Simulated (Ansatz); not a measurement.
**SiC: opening a crack plane**

SiC, F-43m, a = 4.356 Å. The compound has several low-lying forms, and this is one of them. Ansatz: r2SCAN, PAW, 500 eV, Γ-centred 10×10×2 mesh on 12 atoms, Gaussian smearing 0.05 eV; no spin polarisation. One cut on (1-11) per cell of 12 atoms is opened rigidly by x, between planes of C and Si that stand 1.89 Å apart; y is the energy per area (8.217 Å², 1 eV/Å² = 16.02 J/m²).

| x (Å) | y (J/m²) |
| --- | --- |
| 0.00 | 0.000 |
| 0.25 | 0.722 |
| 0.50 | 2.084 |
| 0.75 | 3.491 |
| 1.00 | 4.750 |
| 1.50 | 6.683 |
| 2.00 | ? |
| 3.00 | 9.007 |
| 4.50 | 9.278 |
| 6.00 | 9.307 |

Fit the universal binding curve y = W[1 − (1 + x/l) e^(−x/l)] to the other rows, give the peak stress, and predict the missing value.

Least squares gives W = 9.30 J/m² and l = 0.581 Å. The stress dy/dx peaks at x = l with W/(e l) = 58.9 GPa, for rigid faces. At x = 2.00: x/l = 3.442, y = 7.978 J/m². The run gave 7.911 J/m², so the fit is 0.067 J/m² too high, within twice the rms miss on the fitted rows (0.061 J/m²).

Cost: 12 runs of about 5.7 core-minutes in all, on Oxide Virtual Turin-like Processor (Zen 5) (shared hosts).